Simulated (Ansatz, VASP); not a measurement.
**MgO (vib) in VASP and in Ansatz**

The input INCAR:

```
SYSTEM = MgO
PREC     = Accurate       ! precision mode
ENCUT    = 520            ! plane-wave cutoff, eV
EDIFF    = 1E-7           ! SCF threshold, eV
ISMEAR   = 0              ! smearing method
SIGMA    = 0.1            ! smearing width, eV
LREAL    = .FALSE.        ! projectors in reciprocal space
LASPH    = .TRUE.         ! aspherical terms in the spheres
NELM     = 60             ! most SCF steps
ALGO     = Normal         ! electronic algorithm
ISIF     = 2              ! what is computed and relaxed
LWAVE    = .FALSE.        ! write WAVECAR
LCHARG   = .FALSE.        ! write CHGCAR
NBANDS   = 11             ! bands
```

KPOINTS

```
regular mesh
0
G
  8 8 8
  0 0 0
```

The input POSCAR:

```
MgO
1.0
    0.0000000000      2.1245000000      2.1245000000
    2.1245000000      0.0000000000      2.1245000000
    2.1245000000      2.1245000000      0.0000000000
Mg O
1 1
Direct
    0.0000000000      0.0000000000      0.0000000000
    0.5000000000      0.5000000000      0.5000000000
```

Input for Ansatz:

```yaml
crystal:
  lattice:
    - [0.0, 2.1245, 2.1245]
    - [2.1245, 0.0, 2.1245]
    - [2.1245, 2.1245, 0.0]
  atoms:
    - { symbol: Mg, position: [0.0, 0.0, 0.0] }
    - { symbol: O, position: [0.5, 0.5, 0.5] }
basis:
  ecutwfc: 420
kpoints:
  mp_grid: { grid: [8, 8, 8] }
hamiltonian:
  xc: lda
  pseudopotentials: { kind: paw, azcp: { folder: soft_1 } }
scf:
  occupations: { method: gaussian, width: 0.1 }
output:
  forces: true
  stress: true
  eigenvalues: true
```

Alike in both runs: task single point; functional LDA; k mesh 8 × 8 × 8; occupations gaussian, width 0.1 eV; no spin polarisation.

```csv
,VASP,Ansatz
version,VASP 6.6.1,Ansatz 0.2.0
potentials or method,"VASP PAW LDA potentials, release 64 (Mg, O)","scalar-relativistic, plane waves, PAW"
plane-wave cutoff (eV),520,420
valence electrons in the cell,8,16
```

```csv
,VASP,Ansatz,Ansatz less VASP
gap on the k mesh at the Fermi level (eV),4.41,4.41,+0.006
least direct gap on the mesh (eV),4.41,4.41,+0.006
pressure (GPa),-11.4,-9.5,+1.83
```

The two sets of potentials don't hold the same shells in valence. Ansatz warned: «pseudo_functional_mismatch».
